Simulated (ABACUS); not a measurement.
P in ABACUS: the effect of dispersion

Crystal: P.

```xyz
4
Lattice="1.6367 -5.4284 0.0000 1.6367 5.4284 0.0000 0.0000 0.0000 4.5131" Properties=species:S:1:pos:R:3 pbc="T T T"
P     1.6367   -4.3877    2.6574
P     1.6367    4.3877    1.8557
P     1.6367   -1.0407    0.4008
P     1.6367    1.0407    4.1123
```

The cell isn't the ideal one: volume scaled by 0.98.

Alike in all runs:

* Program: ABACUS 3.10.1
* Task: equation of state
* Functional: PBEsol
* Potentials or basis: PseudoDojo NC SR 0.4.1 PBE standard
* Cutoff: 1361 eV
* Density cutoff: 5442 eV
* Basis: DZP LCAO (the cutoffs set its grid)
* k mesh: 6 × 6 × 4
* Occupations: fermi-dirac, width 0.05 eV
* Spin: no spin polarisation

```tsv
dispersion	pressure (GPa)
none	3.8
D3	?
D3(BJ)	1.5
D3(BJ)+ABC	1.8
```

What does the run with dispersion D3 give?

Pressure 3.0 GPa.

Caveats: the atomic orbitals were generated for these runs and aren't a published set; the potentials were made for another functional, which shifts forces and pressure; the basis of atomic orbitals isn't converged, which shifts pressures, moduli and gaps; pairwise dispersion overbinds metals, which lowers pressure and volume (some runs).
